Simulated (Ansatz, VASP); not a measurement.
# Two plane-wave programs on LiH

```
Li H
1.0
    -0.02188    2.14512    2.14512
     2.14512   -0.02188    2.14512
     2.12324    2.12324    0.00000
Li H
1 1
Direct
  0.99836 0.99836 0.00164
  0.25164 0.25164 0.24836
```

Change from the starting cell: shear_xy strain -2.0%.

Alike in both runs: task single point; functional PBE; k mesh 10 × 10 × 10; occupations fermi-dirac, width 0.02 eV; no spin polarisation.

```csv
,VASP,Ansatz
version,VASP 6.6.1,Ansatz 0.2.0
potentials or method,"VASP PAW PBE potentials, release 64 (Li_sv, H)","plane waves, PAW"
plane-wave cutoff (eV),520,420
valence electrons in the cell,4,4
```

|  | VASP | Ansatz | Ansatz less VASP |
| --- | --- | --- | --- |
| gap on the k mesh at the Fermi level (eV) | 4.20 | 4.20 | -0.006 |

With one functional, cell and mesh, what is left measures potentials, basis and numerics.

 A k mesh can miss the band edges.
